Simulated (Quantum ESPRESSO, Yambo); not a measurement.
# A GW chain in Yambo: BeTe (F-43m), part 3 of 3

How does a plane-wave GW calculation on BeTe (F-43m) run from the first input to the gap?

Quantum ESPRESSO 7.5 and Yambo 5.3.0; PBE and many-body steps on it, plane waves. Known limits of the many-body steps: not at the basis limit; no spin-orbit coupling; coarse k mesh.

So far. Step 3 (Bands along the symmetry lines): The gap is 2.027 eV, as in the run before at this level. Step 4 (Empty states on the mesh, 4×4×4 mesh, 117 bands): On this mesh the gap is 2.027 eV.

### 6. Screening and self-energy, 4×4×4 mesh, 117 bands, screening to 163.3 eV

Now the one-shot GW correction: screening in the RPA, then the self-energy of the levels asked for.

This step: G0W0 on PBE, plane waves, norm-conserving pseudopotentials.

File gw1.in:

```
HF_and_locXC
gw0
dyson
ppa
em1d
rim_cut
RandQpts= 1000000
RandGvec= 1 RL
EXXRLvcs= 88 Ry
VXCRLvcs= 352 Ry
Chimod= "HARTREE"
% BndsRnXp
 1 | 117 |
%
NGsBlkXp= 12 Ry
% LongDrXp
 1 | 1 | 1 |
%
% GbndRnge
 1 | 117 |
%
DysSolver= "n"
ExtendOut
PPAPntXp= 27.21138 eV
% QPkrange
 1 | 1 | 13 | 16 |
 7 | 7 | 13 | 16 |
%
```

Started as:

```console
$ OMP_NUM_THREADS=1 mpirun -n 4 yambo -F gw1.in -J gw1 -C gw1 > gw1.log
```

The program printed:

```text
 Yambo, version 5.3.0

 [02] CORE Variables Setup
 =========================

  [... cell, symmetries and grids as in the set-up ...]

  [02.05] Energies & Occupations
  ==============================

  [X] === General ===
  [X] Electronic Temperature                        :  0.000000  0.000000 [eV K]
  [X] Bosonic    Temperature                        :  0.000000  0.000000 [eV K]
  [X] Finite Temperature mode                       : no
  [X] El. density                                   :  0.61673E+24 [cm-3]
  [X] Fermi Level                                   :  8.438418 [eV]

  [X] === Gaps and Widths ===
  [X] Conduction Band Min                           :  2.026900 [eV]
  [X] Valence Band Max                              :  0.000000 [eV]
  [X] Filled Bands                                  :  14
  [X] Empty Bands                                   :   15  117
  [X] Direct Gap                                    :  3.644779 [eV]
  [X] Direct Gap localized at k                     :  1
  [X] Indirect Gap                                  :  2.026900 [eV]
  [X] Indirect Gap between kpts                     :   1   7
  [X] Last valence band width                       :  3.120670 [eV]
  [X] 1st conduction band width                     :  3.269928 [eV]

 [03] Transferred momenta grid and indexing
 ==========================================

 IBZ Q-points                                      :   8
 BZ  Q-points                                      :   64

 K/Q-points units:
 rlu = crystal or reduced units; cc = cartesian coordinates; iku = interal k-units

 Q [1]          [rlu]:  0.000000  0.000000  0.000000
 Q [2]          [rlu]:  0.54651E-16  0.26895E-16  0.25000
 Q [3]          [rlu]: -0.10930E-15 -0.53790E-16 -0.50000
 Q [4]          [rlu]:  0.45585E-17  0.25000      0.25000
 Q [5]          [rlu]:  0.71568E-16  0.25000      0.50000
 Q [6]          [rlu]:  0.40755E-16  0.25000     -0.25000
 Q [7]          [rlu]: -0.91171E-17 -0.50000     -0.50000
 Q [8]          [rlu]:  0.250000 -0.500000 -0.250000

 [04] Coloumb potential Random Integration (RIM)
 ===============================================

  [04.01] RIM initialization
  ==========================

  * Diagonal components only detected *

  8 x (sBL volume)        :  0.101203 [a.u.]
  sBZ random points       :  1000000
  Points outside the sBZ  :   7968281
  RL volume               :  0.809622 [a.u.]
  Integrated volume       :  0.812845 [a.u.]

  [04.02] RIM integrals
  =====================

  Gamma point sphere radius             :  0.084531 [a.u.]
  Points outside the sphere             :   800476
  [Int_sBZ(q=0) 1/q^2]*(Vol_sBZ)^(-1/3) =:  7.776341
                                 should be <:  7.795600

  Summary of Coulomb integrals for non-metallic bands |Q|[au] RIM/Bare

  Q [1] 0.100000E-4 0.997530 * Q [2] 0.254239 1.068480
  Q [4] 0.293569 1.066792 * Q [6] 0.415170 1.029814
  Q [5] 0.486830 1.022655 * Q [3] 0.508477 1.020683
  Q [7] 0.587139 1.017590 * Q [8] 0.656441 1.014612

 [05] Dipoles
 ============

  [05.01] Setup: observables and procedures
  =========================================

 [06] Dynamic Dielectric Matrix (PPA)
 ====================================

 [WR./gw1//ndb.pp]---------------------------------------------------------------
  Brillouin Zone Q/K grids (IBZ/BZ)                :    8   64    8   64
  RL vectors                                       :   5209 [WF]
  Coulomb cutoff potential                         : none
  Electronic Temperature                           :  0.000000 [K]
  Bosonic    Temperature                           :  0.000000 [K]
  PPA    diel. fun.  energies                      : Perdew, Burke & Ernzerhof(X)+Perdew, Burke & Ernzerhof(C)
  wavefunctions                                    : Perdew, Burke & Ernzerhof(X)+Perdew, Burke & Ernzerhof(C)
  Global Gauge                                     : length
  X matrix size                                    :  229
  X band range                                     :    1  117
  X e/h energy range                               : -1.000000 -1.000000 [eV]
  X Time ordering                                  : R
  X Hxc Kernel                                     : HARTREE
  X Drude frequency                                :  0.000000  0.000000
  X poles                                          :  100.0000 [o/o]
  RL vectors in the sum                            :   5209
  [r,Vnl] included                                 : yes
  Field direction                                  :  0.577350E-5  0.577350E-5  0.577350E-5
  BZ energy Double Grid                            : no
  BZ energy DbGd points                            : 0
  BZ Q point size factor                           : -1.000000
  X Optical Averaged directions                    : none

 [07] Local Exchange-Correlation + Non-Local Fock
 ================================================

 [VXC] Plane waves :   34327
 [EXS] Plane waves :   4285

 QP @ state[ 1 ] K range:  1  1
 QP @ state[ 1 ] b range:  13  16
 QP @ state[ 2 ] K range:   7   7
 QP @ state[ 2 ] b range:  13  16

 [xc] Functional : Perdew, Burke & Ernzerhof(X)+Perdew, Burke & Ernzerhof(C)
 [xc] LIBXC used to calculate xc functional
  PP Number of Atomic Species                      :  2
  NLCC RL compoments                               :   34327
  PP Number of Atomic Species                      :  2
  NLCC RL compoments                               :   34327

 [xc] E_xc :  -22.86069 [Ha]
      E_xc :  -45.72138 [Ry]

  Local XC kind (lXC) : Perdew, Burke & Ernzerhof(X)+Perdew, Burke & Ernzerhof(C)
  Non-Local XC kind (nlXC) : Hartree-Fock

  Corrections @ K [1] :  [eV]
 <13|nlXC|13> = -15.11880 -0.66376E-17 <13|lXC|13> = -13.37048 -0.18882E-15
 <14|nlXC|14> = -15.11873  0.12259E-17 <14|lXC|14> = -13.37048  0.18883E-15
 <15|nlXC|15> = -5.917436 -0.23129E-17 <15|lXC|15> = -10.43562 -0.94401E-16
 <16|nlXC|16> = -5.917939 -0.29569E-17 <16|lXC|16> = -10.43561 -0.23602E-16

  Corrections @ K [7] :  [eV]
 <13|nlXC|13> = -14.62231 -0.34189E-16 <13|lXC|13> = -11.87648  0.14161E-15
 <14|nlXC|14> = -14.62238 -0.10421E-16 <14|lXC|14> = -11.87648 -0.94410E-16
 <15|nlXC|15> = -5.120957 -0.10391E-17 <15|lXC|15> = -8.959031  0.23577E-16
 <16|nlXC|16> = -5.810337  0.27495E-18 <16|lXC|16> = -9.791950  0.58989E-16

 [08] Dyson equation: Newton solver
 ==================================

  [08.01] G0W0 (W PPA)
  ====================

  [  GW  ] Bands range     :    1  117
  [GW/PPA] G damping       :  0.100000 [eV]

  QP @ state[ 1 ] K range:  1  1
  QP @ state[ 1 ] b range:  13  16
  QP @ state[ 2 ] K range:   7   7
  QP @ state[ 2 ] b range:  13  16

   Sc/G bands                                       :    1  117
   Sc/G damping                                     :  0.100000 ev
   Sc bands terminator                              : no
   Sx RL components                                 :   4285

   QP @ state[ 1 ] K range                          :  1  1
   QP @ state[ 1 ] b range                          :  13  16
   QP @ state[ 2 ] K range                          :   7   7
   QP @ state[ 2 ] b range                          :  13  16
   GF energies kind                                 : Perdew, Burke & Ernzerhof(X)+Perdew, Burke & Ernzerhof(C)
   GF WF`s kind                                     : Perdew, Burke & Ernzerhof(X)+Perdew, Burke & Ernzerhof(C)
   Xs energies kind                                 : Perdew, Burke & Ernzerhof(X)+Perdew, Burke & Ernzerhof(C)
   Xs WF`s kind                                     : Perdew, Burke & Ernzerhof(X)+Perdew, Burke & Ernzerhof(C)

 [11] Game Over & Game summary
```

Elapsed: 95 s, on 4 MPI ranks of Arm Neoverse V1, shared host; peak memory 1.6 GiB; 6.3 min of CPU time.

Numbers from this step:

| Item | Value |
| --- | --- |
| G0W0 gap on the points computed | 2.807 eV |
| starting gap on the mesh | 2.027 eV |
| k of the valence top | 0, 0, 0 |
| k of the conduction bottom | 0, -0.5, -0.5 |
| least direct G0W0 gap on the computed points | 4.682 eV |
| Z at the valence top | 0.8055 |
| Z at the conduction bottom | 0.8175 |

The gap on the mesh goes from 2.03 eV to 2.81 eV, a correction of +0.78 eV.

Limits: finite bands, cutoff and mesh; no spin-orbit coupling; coarse k mesh. v1 is the top filled band, c1 the lowest empty one. Levels before and after the correction, in eV, zero at the valence-band top of each column:

```tsv
	conduction bottom	valence top
Kohn-Sham	2.03	0.00
G0W0	2.81	0.00
```

```tsv
	level	energy (eV)
Kohn-Sham	Γ v2-v1	0.000
Kohn-Sham	Γ c1-c2	3.645
Kohn-Sham	(0 -0.5 -0.5) v2-v1	-2.578
Kohn-Sham	(0 -0.5 -0.5) c1	2.027
Kohn-Sham	(0 -0.5 -0.5) c2	2.711
G0W0	Γ v2-v1	0.000
G0W0	Γ c1-c2	4.683
G0W0	(0 -0.5 -0.5) v2-v1	-2.767
G0W0	(0 -0.5 -0.5) c1	2.807
G0W0	(0 -0.5 -0.5) c2	3.577
```

### 7. Where the time went

Times are wall times on the hardware named with each run, good to a factor of about two.

```tsv
step	time	share	memory (GiB)
ground state	7 s	6 %	0.28
bands along the symmetry lines	5.8 s	5 %	0.24
empty states on the mesh	10 s	9 %	0.37
conversion and set-up	2.7 s	2 %	0.25
screening and self-energy	95 s	79 %	1.6
```

### 8. Results

```json
{
 "PBE gap": "2.03 eV, indirect",
 "G0W0 gap on the mesh": "2.81 eV",
 "GW settings": "4×4×4 mesh, 117 bands, screening to 163.3 eV, Godby-Needs plasmon pole",
 "known limits": "not at the basis limit; no spin-orbit coupling; coarse k mesh"
}
```

**Reading.** G0W0 moves the gap on the mesh from 2.03 eV to 2.81 eV (+0.78 eV), with Z of 0.81 and 0.82 at the edges. Only 2 of the mesh's irreducible points were corrected, so a valley elsewhere could overtake. The dearest step here is «screening and self-energy». Against experiment, by G0W0@PBE: the gap of 2.81 eV lies +0.11 eV from the measured 2.7 eV (indirect, quoted 1997); the gap of 2.81 eV lies +0.01 eV from the measured 2.8 eV (indirect, quoted 1997). The calculation has static nuclei and no excitons; a measured gap holds zero-point and thermal motion, which mostly lowers it. With atoms this heavy the missing spin-orbit coupling can matter too. Bands and cutoff are finite, so the gap is not at the basis limit. The miss can reach some tenths of an eV and take either sign; the mesh is an error of its own. In the G0W0 run levels were corrected at 2 k points alone, so a gap called «on the mesh» is the least over those, and an edge elsewhere would be missed. The 4×4×4 mesh is coarse for this cell, which bears on the long-range parts of exchange and screening.

[Paths, hosts, dates, memory and timing lines, banners, echoed tables and standing remarks are left out of the program output.]

[Logs are printed without paths, hosts, clocks, repeated set-up lines and the standing remarks that a program may print on its own settings, such as how far it seeks lower states.]

[Runs of the session that timed out or met a known fault of the program may be left out.]

[Hosts, paths, dates, database ids (printed as entryN), source tags and the programs' standing remarks are cut or masked in the printed files.]
